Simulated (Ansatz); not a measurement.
**17O NMR of the central transition in SiO2**

Cell: a computed structure from the Materials Project (it need not be an observed phase).

Space group Im-3m (No. 229); a = 9.8830 Å.

```
site  Wyckoff  site symmetry       x       y       z
  Si      16f            .3m  0.1569  0.1569  0.1569
  O9       8c           .-3m  0.2500  0.2500  0.2500
 O13      24h           m.m2  0.1889  0.1889  0.0000
```

One atom of each set is listed; the run and its k-mesh use a cell of 24 atoms with edges of 8.56, 8.56, 8.56 Å.

The numbers come from a DFT calculation in Ansatz (PBE, plane waves and PAW, scalar-relativistic, 420 eV cutoff, Γ-centred 3×3×3 k-points, Fermi–Dirac smearing 0.02 eV).

17O has I = 5/2 and Q = -25.58 mb (Pyykkö 2018); at 21.1 T its Larmor frequency is ν₀ = 121.8 MHz. Only the quadrupole interaction is simulated: positions count from each site's isotropic chemical shift, and J coupling is left out, as are shift anisotropy and dipolar coupling, which fast spinning averages.

**Question.** Simulate the second-order pattern (fast magic-angle spinning, Gaussian broadening 0.1 kHz) of site O13 (2 Si at 1.61 Å, angle 148°).

**Answer.** The calculation gives C_Q = -5.81 MHz and η = 0.22, so ν_Q = 0.871 MHz and the centre of gravity lies at -13.8 ppm (-1.69 kHz).

| offset (kHz) | height |
| --- | --- |
| -4.384 | 0 |
| -4.275 | 0 |
| -4.165 | 4 |
| -4.056 | 7 |
| -3.946 | 7 |
| -3.837 | 7 |
| -3.728 | 7 |
| -3.618 | 7 |
| -3.509 | 8 |
| -3.399 | 8 |
| -3.290 | 8 |
| -3.180 | 8 |
| -3.071 | 8 |
| -2.962 | 10 |
| -2.852 | 30 |
| -2.743 | 43 |
| -2.633 | 51 |
| -2.524 | 67 |
| -2.414 | 90 |
| -2.305 | 70 |
| -2.195 | 59 |
| -2.086 | 55 |
| -1.977 | 52 |
| -1.867 | 51 |
| -1.758 | 50 |
| -1.648 | 50 |
| -1.539 | 51 |
| -1.429 | 53 |
| -1.320 | 55 |
| -1.211 | 59 |
| -1.101 | 65 |
| -0.992 | 78 |
| -0.882 | 100 |
| -0.773 | 81 |
| -0.663 | 66 |
| -0.554 | 59 |
| -0.445 | 51 |
| -0.335 | 16 |
| -0.226 | 0 |
| -0.116 | 0 |

At O13 V_zz runs parallel to the line that joins its two neighbours (within 1°).

The largest force is 0.3 eV/Å, so the atoms aren't at the calculated equilibrium and relaxing them would move these values.
